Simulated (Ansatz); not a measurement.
## BeTe under changes of volume

One of the cells (21.254 Å³/atom); the others are scaled copies at fixed shape and fractional positions:

```
CELL_PARAMETERS angstrom
0.00000 2.77000 2.77000
2.77000 0.00000 2.77000
2.77000 2.77000 0.00000
ATOMIC_POSITIONS crystal
Te 0.75000 0.75000 0.75000
Be 0.00000 0.00000 0.00000
```

| Quantity | Value |
| --- | --- |
| Program | Ansatz 0.2.0 |
| Functional | PBE |
| Potentials or basis | PseudoDojo standard (PBE files) |
| Cutoff | 1197 eV |
| Density cutoff | 4789 eV |
| k mesh | 8 × 8 × 8 |
| Occupations | fermi-dirac, width 0.05 eV |
| Spin | no spin polarisation |

```tsv
volume (Å³/atom)	energy over the lowest point (meV/atom)	pressure (GPa)	gap on the mesh (eV)
19.979	72.86	9.5	1.69
20.404	50.24	7.6	1.75
20.829	?	?	?
21.254	18.75	4.4	1.86
21.679	9.05	3.0	1.92
22.104	2.91	1.7	1.96
22.529	0.00	0.5	2.01
```

Task: What does the run at 20.829 Å³/atom give?

Result: Energy over the lowest point 32.35 meV/atom; pressure 5.9 GPa; gap on the mesh 1.81 eV.

Worked out: A Birch-Murnaghan fit of order 3 (a polynomial in V^(-2/3)) to the other rows has its minimum at 22.73 Å³/atom, just outside them, with B0 = V·E''(V) = 57 GPa and B' = 4.0. It gives 32.35 meV/atom at 20.829 Å³/atom, against the run's 32.35, and -dE/dV = 5.9 GPa, against 5.9. A straight line through the other rows of the gap, of slope 2.67 eV per unit of ln V, gives 1.80 eV, against the run's 1.81.

Energies are extrapolated to zero smearing.

Caveats: spin-orbit coupling is left out, which moves the levels of the heavy elements.

A mesh can miss the band edges.
